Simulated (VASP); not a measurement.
# Cu (I4/mmm) in VASP: a series of runs

One crystal, Cu, is run at these levels: PBE; tasks: single point.

Program: VASP 6.6.1. These are calculated values, not measurements. Logs are shortened: lines on timing, memory, paths and dates and some standing lists are left out, and cuts for length are marked.

## Step 1: The structure

The structure is tetragonal, space group I4/mmm (No. 139). Conventional cell: a = 2.925 Å, b = 2.925 Å, c = 2.678 Å, α = 90.00°, β = 90.00°, γ = 90.00°. Around Cu (site symmetry 4/mmm) lie 10 Cu at 2.46 to 2.68 Å.

This isn't the form of Cu at room conditions, which is fcc.

## Step 2: Single point, PBE

INCAR

```
SYSTEM = Cu
  ALGO = Fast
  EDIFF = 1E-7
  ENCUT = 520
  GGA = PE
  ISIF = 2
  ISMEAR = 0
  LASPH = .TRUE.
  LCHARG = .TRUE.
  LELF = .TRUE.
  LREAL = .FALSE.
  LVHAR = .TRUE.
  LWAVE = .FALSE.
  NBANDS = 12
  NELM = 100
  PREC = Accurate
  SIGMA = 0.15
```

KPOINTS

```
k-points
0
G
  26 26 26
  0 0 0
```

POSCAR

```
Cu
1.0
   -1.4625600684      1.4625600684      1.3391368546
    1.4625600684     -1.4625600684      1.3391368546
    1.4625600684      1.4625600684     -1.3391368546
Cu
1
Direct
    0.0000000000      0.0000000000      0.0000000000
```

Potentials or basis: VASP PAW PBE potentials, release 64 (Cu).

The run is started by

```console
> cat potpaw_PBE.64/Cu/POTCAR > POTCAR
> mpirun -np 1 vasp_std > vasp.out
```

OUTCAR:

```text
SYSTEM = Cu
   EDIFF = 1E-7
   ENCUT = 520
   GGA = PE
   ISIF = 2
   ISMEAR = 0
   LASPH = .TRUE.
   LREAL = .FALSE.
   NELM = 100
   PREC = Accurate

 ion  position               nearest neighbor table
   1  0.000  0.000  0.000-

  LATTYP: Found a body centered tetragonal cell.
 ALAT       =     2.9251201368
 C/A-ratio  =     0.9156115250

  Lattice vectors:

 A1 = (  -1.4625600684,   1.4625600684,   1.3391368546)
 A2 = (   1.4625600684,  -1.4625600684,   1.3391368546)
 A3 = (   1.4625600684,   1.4625600684,  -1.3391368546)

Analysis of symmetry for initial positions (statically):
=====================================================================
 Subroutine PRICEL returns:
 Original cell was already a primitive cell.

 Routine SETGRP: Setting up the symmetry group for a
 body centered tetragonal supercell.

 Subroutine GETGRP returns: Found 16 space group operations
 (whereof 16 operations were pure point group operations)
 out of a pool of 16 trial point group operations.

The static configuration has the point symmetry D_4h.

Analysis of symmetry for dynamics (positions and initial velocities):
=====================================================================
 Subroutine PRICEL returns:
 Original cell was already a primitive cell.

 Routine SETGRP: Setting up the symmetry group for a
 body centered tetragonal supercell.

 Subroutine GETGRP returns: Found 16 space group operations
 (whereof 16 operations were pure point group operations)
 out of a pool of 16 trial point group operations.

The dynamic configuration has the point symmetry D_4h.

 Subroutine INISYM returns: Found 16 space group operations
 (whereof 16 operations are pure point group operations),
 and found     1 'primitive' translations

----------------------------------------------------------------------------------------

                                     Primitive cell

  volume of cell :      11.4581

  direct lattice vectors                    reciprocal lattice vectors
    -1.462560068  1.462560068  1.339136855     0.000000000  0.341866301  0.373374833
     1.462560068 -1.462560068  1.339136855     0.341866301  0.000000000  0.373374833
     1.462560068  1.462560068 -1.339136855     0.341866301  0.341866301  0.000000000

  length of vectors
     2.464031538  2.464031538  2.464031538     0.506242367  0.506242367  0.483471959

  position of ions in fractional coordinates (direct lattice)
     0.000000000  0.000000000  0.000000000

  ion indices of the primitive-cell ions
   primitive index   ion index
                 1           1

----------------------------------------------------------------------------------------

 KPOINTS: k-points

Automatic generation of k-mesh.
 Grid dimensions read from file:
 generate k-points for:   26   26   26

 Generating k-lattice:

  Cartesian coordinates                     Fractional coordinates (reciprocal lattice)
     0.000000000  0.013148704  0.014360571     0.038461538  0.000000000 -0.000000000
     0.013148704  0.000000000  0.014360571     0.000000000  0.038461538 -0.000000000
     0.013148704  0.013148704  0.000000000     0.000000000  0.000000000  0.038461538

  Length of vectors
     0.019470860  0.019470860  0.018595075

  Shift w.r.t. Gamma in fractional coordinates (k-lattice)
     0.000000000  0.000000000  0.000000000

 Subroutine IBZKPT returns following result:
 ===========================================

 Found   1330 irreducible k-points:

 Following reciprocal coordinates:
            Coordinates               Weight
  0.000000  0.000000  0.000000      1.000000
  0.038462 -0.000000  0.000000      8.000000
  0.076923 -0.000000  0.000000      8.000000
  0.115385 -0.000000  0.000000      8.000000
  0.153846 -0.000000  0.000000      8.000000
  0.192308  0.000000  0.000000      8.000000
[... 16 lines left out ...]
  0.346154  0.038462  0.000000     16.000000
  0.384615  0.038462  0.000000     16.000000
 [... further k-points ...]
   k-points           NKPTS =   1330   k-points in BZ     NKDIM =   1330   number of bands    NBANDS=     12
   number of dos      NEDOS =    301   number of ions     NIONS =      1
   total plane-waves  NPLWV =   5832
   dimension x,y,z NGX =    18 NGY =   18 NGZ =   18
   dimension x,y,z NGXF=    36 NGYF=   36 NGZF=   36
   ions per type =               1
   NGX,Y,Z   is equivalent  to a cutoff of  12.14, 12.14, 12.14 a.u.
   NGXF,Y,Z  is equivalent  to a cutoff of  24.29, 24.29, 24.29 a.u.
 SYSTEM =  Cu
   PREC   = accura    normal or accurate (medium, high low for compatibility)
   ISTART =      0    job   : 0-new  1-cont  2-samecut
   ICHARG =      2    charge: 1-file 2-atom 10-const
   ISPIN  =      1    spin polarized calculation?
   LNONCOLLINEAR =      F non collinear calculations
   LSORBIT =      F    spin-orbit coupling
   LASPH  =      T    aspherical Exc in radial PAW
   ENCUT  =  520.0 eV  38.22 Ry    6.18 a.u.   4.58  4.58  4.58*2*pi/ulx,y,z
   NELM   =    100;   NELMIN=  2; NELMDL= -5     # of ELM steps
   EDIFF  = 0.1E-06   stopping-criterion for ELM
   LREAL  =      F    real-space projection
   EDIFFG = 0.1E-05   stopping-criterion for IOM
   NSW    =      0    number of steps for IOM
   IBRION =     -1    ionic relax: 0-MD 1-quasi-New 2-CG
   NFREE  =      0    steps in history (QN), initial steepest desc. (CG)
   ISIF   =      2    stress and relaxation
   ISYM   =      2    0-nonsym 1-usesym 2-fastsym
   POTIM  = 0.5000    time-step for ionic-motion
   TEBEG  =    0.0;   TEEND  =   0.0 temperature during run
   PSTRESS=    0.0 pullay stress
   NELECT =      11.0000    total number of electrons
   NUPDOWN=      -1.0000    fix difference up-down
   EMIN   =  10.00;   EMAX   =-10.00  energy-range for DOS
   EFERMI =   0.00;   METHOD = LEGACY
   ISMEAR =     0;   SIGMA  =   0.15  broadening in eV -4-tet -1-fermi 0-gaus
   EFERMI_NEDOS =   21; number of points for ismear=-14 and -15
   IALGO  =     68    algorithm
   IMIX   =      4    mixing-type and parameters
     AMIX     =   0.40;   BMIX     =  1.00
     AMIX_MAG =   1.60;   BMIX_MAG =  1.00
  volume/ion in A,a.u.               =      11.46        77.32
  Fermi-wavevector in a.u.,A,eV,Ry     =   1.614984  3.051878 35.486359  2.608174
  Thomas-Fermi vector in A             =   2.709805
   LORBIT       =      0    0 simple, 1 ext, 2 COOP (PROOUT), +10 PAW based schemes
   GGA     = PE    functional components
   LHFCALC =     F    Hartree Fock is set to
   AEXX    =    0.0000 exact exchange contribution
   IVDW    =     0    specifies the selected vdW correction
   LEPSILON=     F    determine dielectric tensor
   LRPA    =     F    only Hartree local field effects (RPA)
 non-spin polarized calculation
 RMM-DIIS sequential band-by-band and
 Gauss-broadening in eV      SIGMA  =   0.15
  energy-cutoff  :      520.00
  volume of cell :       11.46
 maximum number of plane-waves:       321
   NGX =  9   NGY =  9   NGZ =  9

 number of electron      11.0000020 magnetization

 Free energy of the ion-electron system (eV)
  ---------------------------------------------------
  ext. energy  EPLUGINS =         0.00000000
  ---------------------------------------------------
  free energy    TOTEN  =        -3.67913591 eV

  energy without entropy =       -3.67493238  energy(sigma->0) =       -3.67703415

 E-fermi :   7.9788     XC(G=0): -12.9029

 val. band max:        7.9783514201   @ k =   0.5000   0.3462   0.0000
 cond. band min:       7.9814707551   @ k =   0.5000   0.1154   0.0385
 fundamental gap:      0.0031193350
 Fermi energy:         7.9788313849

 k-point     1 :       0.0000    0.0000    0.0000
  band No.  band energies     occupation
      1      -1.6117      2.00000
      2       4.5405      2.00000
      3       4.9128      2.00000
      4       4.9128      2.00000
      5       5.5846      2.00000
      6       5.9830      2.00000
      7      32.2427      0.00000
      8      32.2427      0.00000
      9      34.8289      0.00000
     10      36.3870      0.00000
     11      36.4899      0.00000
     12      36.9779      0.00000

 k-point     2 :       0.0385   -0.0000    0.0000
  band No.  band energies     occupation
      1      -1.5513      2.00000
      2       4.5480      2.00000
      3       4.9102      2.00000
      4       4.9156      2.00000
      5       5.5872      2.00000
      6       5.9732      2.00000
      7      31.9783      0.00000
      8      32.0567      0.00000
      9      34.2014      0.00000
     10      35.8438      0.00000
     11      36.2344      0.00000
     12      36.4184      0.00000

 k-point     3 :       0.0769   -0.0000    0.0000
  band No.  band energies     occupation
      1      -1.3709      2.00000
      2       4.5600      2.00000
      3       4.9007      2.00000
      4       4.9346      2.00000
      5       5.5962      2.00000
      6       5.9463      2.00000
      7      31.1836      0.00000
      8      31.5925      0.00000
      9      32.6574      0.00000
     10      34.7371      0.00000
     11      35.5188      0.00000
     12      36.2435      0.00000
[... 286 lines left out ...]
 k-point    23 :       0.3462    0.0385    0.0000
  band No.  band energies     occupation
      1       2.4349      2.00000
      2       4.0270      2.00000
      3       5.3493      2.00000
      4       5.7903      2.00000
      5       6.0601      2.00000
      6       6.3175      2.00000
      7      16.7265      0.00000
      8      25.5218      0.00000
      9      25.9877      0.00000
     10      29.7584      0.00000
     11      32.5305      0.00000
     12      39.4187      0.00000

 k-point    24 :       0.3846    0.0385    0.0000
  band No.  band energies     occupation
      1       2.6680      2.00000
      2       3.9632      2.00000
      3       5.6567      2.00000
      4       5.9664      2.00000
      5       6.1611      2.00000
      6       6.6441      2.00000
      7      15.1168      0.00000
      8      25.0561      0.00000
      9      25.5051      0.00000
     10      29.5929      0.00000
     11      32.4656      0.00000
     12      40.0701      0.00000

 [... further k-points ...]

------------------------ aborting loop because EDIFF is reached ----------------------------------------

  FORCE on cell =-STRESS in cart. coord.  units (eV):
  Direction    XX          YY          ZZ          XY          YZ          ZX
  --------------------------------------------------------------------------------------
  -------------------------------------------------------------------------------------
  Total        0.5527562      0.5527562      0.6098080      0.0000000      0.0000000      0.0000000
  in kB       77.2915124     77.2915124     85.2690299      0.0000000      0.0000000      0.0000000
  external PRESSURE =      79.9506849 kB  Pullay stress =       0.0000000 kB

 VOLUME and BASIS-vectors are now :
 -----------------------------------------------------------------------------
  energy-cutoff  :      520.00
  volume of cell :       11.46
      direct lattice vectors                 reciprocal lattice vectors
    -1.462560068  1.462560068  1.339136855     0.000000000  0.341866301  0.373374833
     1.462560068 -1.462560068  1.339136855     0.341866301  0.000000000  0.373374833
     1.462560068  1.462560068 -1.339136855     0.341866301  0.341866301  0.000000000

 POSITION                                       TOTAL-FORCE (eV/Angst)
 -----------------------------------------------------------------------------------
      0.00000      0.00000      0.00000        -0.000000      0.000000      0.000000
 -----------------------------------------------------------------------------------
    total drift:                                0.000000      0.000000      0.000000

  FREE ENERGIE OF THE ION-ELECTRON SYSTEM (eV)
  ---------------------------------------------------
  free  energy   TOTEN  =        -3.6791359146 eV

  energy  without entropy=       -3.6749323846  energy(sigma->0) =       -3.67703415
```

Run time: 88 s. Hardware: 1 thread of Intel Xeon 6975P-C (Granite Rapids), shared host; peak memory 0.27 GiB.

Results:

| Item | Value |
| --- | --- |
| Free energy | -3.6791 eV |
| Pressure | 8.0 GPa |
| Band gap on the k mesh | none (metal or under the smearing width) |

## Step 3: Single point, PBE

INCAR

```
SYSTEM = Cu
PREC     = Accurate       ! precision mode
ENCUT    = 520            ! plane-wave cutoff, eV
EDIFF    = 1E-6           ! SCF threshold, eV
ISMEAR   = 0              ! smearing method
SIGMA    = 0.15           ! smearing width, eV
LREAL    = .False.        ! projectors in reciprocal space
LASPH    = .True.         ! aspherical terms in the spheres
NELM     = 100            ! most SCF steps
ALGO     = Fast           ! electronic algorithm
ISIF     = 2              ! what is computed and relaxed
LWAVE    = .False.        ! write WAVECAR
LCHARG   = .False.        ! write CHGCAR
GGA      = PE             ! functional
NBANDS   = 12             ! bands
```

KPOINTS

```
regular mesh
0
Gamma
  26 26 26
  0 0 0
```

POSCAR

```
Cu
1.0
   -1.5231095727      1.5231095727      1.2347814342
    1.5231095727     -1.5231095727      1.2347814342
    1.5231095727      1.5231095727     -1.2347814342
Cu
1
Direct
    0.0000000000      0.0000000000      0.0000000000
```

Potentials or basis: VASP PAW PBE potentials, release 64 (Cu).

The run is started by

```console
> cat potpaw_PBE.64/Cu/POTCAR > POTCAR
> mpirun -np 1 vasp_std > vasp.out
```

Wall time 67 s (1 thread of Intel Xeon 6975P-C (Granite Rapids), shared host); peak memory 0.27 GiB.

The run converged. Its results:

```yaml
Free_energy: -3.6508 eV
Pressure: 9.8 GPa
Band_gap_on_the_k_mesh: none (metal or under the smearing width)
```

Stress tensor (GPa, compression positive):
```
 6.17  0.00  0.00
 0.00  6.17  0.00
 0.00  0.00 17.13
```

Levels at points of the mesh, in eV from the Fermi level:
| k point | band 4 | band 5 | band 6 | band 7 | band 8 | band 9 |
| --- | --- | --- | --- | --- | --- | --- |
| (0.00, 0.00, 0.00) | -2.80 | -2.80 | -1.88 | 22.00 | 22.00 | 25.85 |
| (0.50, 0.00, 0.00) | -1.60 | -1.51 | 0.05 | 5.54 | 16.26 | 16.27 |
| (0.50, 0.50, 0.00) | -2.30 | -1.67 | -1.51 | 3.07 | 21.99 | 22.94 |
| (0.50, 0.50, 0.50) | -1.64 | -1.46 | 5.81 | 5.81 | 11.83 | 12.30 |

[end of part 1 of 2]
